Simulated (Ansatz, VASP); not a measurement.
**One calculation of SiO2, two programs**

File INCAR:

```
SYSTEM = SiO2
ALGO     = Normal         ! electronic algorithm
EDIFF    = 1E-6           ! SCF threshold, eV
ENCUT    = 520            ! plane-wave cutoff, eV
GGA      = PE             ! functional
ISIF     = 2              ! what is computed and relaxed
ISMEAR   = -1             ! smearing method
LASPH    = .True.         ! aspherical terms in the spheres
LCHARG   = .True.         ! write CHGCAR
LELF     = .True.         ! ELF
LREAL    = .False.        ! projectors in reciprocal space
LVHAR    = .True.       
LWAVE    = .False.        ! write WAVECAR
NBANDS   = 15             ! bands
NELM     = 60             ! most SCF steps
PREC     = Accurate       ! precision mode
SIGMA    = 0.02           ! smearing width, eV
```

Contents of KPOINTS:

```
k-points
0
Gamma
  10 10 10
  0 0 0
```

Contents of POSCAR:

```
SiO2
1.0
    0.0000000000      2.2641691115      2.2641691115
    2.2057535484      0.0000000000      2.2641691115
    2.2057535484      2.2641691115      0.0000000000
Si O
1 2
Direct
    0.0000000000      0.0000000000      0.0000000000
    0.2500000000      0.2500000000      0.2500000000
    0.7500000000      0.7500000000      0.7500000000
```

Input for Ansatz:

```yaml
crystal:
  lattice:
    - [0.0, 2.2641691115, 2.2641691115]
    - [2.2057535484, 0.0, 2.2641691115]
    - [2.2057535484, 2.2641691115, 0.0]
  atoms:
    - { symbol: Si, position: [0.0, 0.0, 0.0] }
    - { symbol: O, position: [0.25, 0.25, 0.25] }
    - { symbol: O, position: [0.75, 0.75, 0.75] }
kpoints:
  mp_grid: { grid: [10, 10, 10] }
  band_path:
    path:
      - [0.0, 0.0, 0.0]
      - [0.5, 0.0, 0.5]
      - [0.625, 0.25, 0.625]
      - [0.375, 0.375, 0.75]
      - [0.5, 0.5, 0.5]
      - [0.5, 0.25, 0.75]
    npoints: 1
hamiltonian:
  xc: pbe
scf:
  occupations: { method: fermi_dirac, width: 0.02 }
  n_extra_bands: 4
output:
  forces: true
  stress: true
  eigenvalues: true
```

Change from the starting cell: uniaxial_x strain -2.6%.

Alike in both runs: task single point; functional PBE; k mesh 10 × 10 × 10; occupations fermi-dirac, width 0.02 eV; no spin polarisation.

```csv
,VASP,Ansatz
version,VASP 6.6.1,Ansatz 0.2.0
potentials or method,"VASP PAW PBE potentials, release 64 (Si, O)","plane waves, PAW"
plane-wave cutoff (eV),520,420
valence electrons in the cell,16,16
```

```csv
,VASP,Ansatz,Ansatz less VASP
gap on the k mesh at the Fermi level (eV),1.51,1.54,+0.032
pressure (GPa),19.1,18.8,-0.38
largest component of the traceless stress (GPa),19.89,19.91,+0.022
```

Caveats: so large a pressure means that the cell lies far from this level's equilibrium, or that cutoff or potentials fall short (VASP). A k mesh can miss the band edges.
